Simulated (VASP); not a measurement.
SnSe2:

```xyz
3
Lattice="3.8110 0.0000 0.0000 -1.9055 3.3004 0.0000 0.0000 0.0000 6.1360" Properties=species:S:1:pos:R:3 pbc="T T T"
Sn    0.0000    0.0000    0.0000
Se    1.9055    1.1001    4.6081
Se    0.0000    2.2003    1.5279
```

| Item | Value |
| --- | --- |
| Program | VASP 6.6.1 |
| Task | single point |
| Functional | LDA |
| Potentials or basis | VASP PAW LDA potentials, release 64 (Sn_d, Se) |
| Cutoff | 900 eV |
| k mesh | 12 × 12 × 7 |
| Occupations | gaussian, width 0.05 eV |
| Spin | no spin polarisation |

On this cell: pressure 1.0 GPa; largest force 0.508 eV/Å; band gap on the k mesh 0.61 eV, indirect (least direct gap 0.90 eV).

The same run follows on a disturbed copy (grid = ENCUT=900 k=12x12x7 ISMEAR=0 SIGMA=0.05 PREC=Accurate EDIFF=1e-08 LREAL=False ADDGRID=False LASPH=True; atoms moved at random, drawn with an rms of 0.1 Å):

```
Sn Se
1.0
     3.81100    0.00000    0.00000
    -1.90550    3.30042    0.00000
     0.00000    0.00000    6.13600
Sn Se
1 2
Direct
  0.02559 0.00747 0.00434
  0.66138 0.35168 0.74677
  0.35957 0.68709 0.26612
```

Problem. What changes?

Solution. The energy moves by +2.8 meV/atom; pressure -1.2 GPa; largest force 0.481 eV/Å; band gap on the k mesh 0.37 eV, indirect (least direct gap 0.86 eV).

Forces on the atoms (eV/Å):
```
Sn  -0.380  0.115  0.273
Se   0.408 -0.023 -0.063
Se  -0.028 -0.092 -0.210
```

Stress tensor (GPa, compression positive):
```
-1.01  0.18 -1.10
 0.18 -1.07 -0.22
-1.10 -0.22 -1.43
```

Caveats: spin-orbit coupling is left out, which moves the levels of the heavy elements; an odd mesh through Γ misses points on the zone boundary, where band edges often lie.
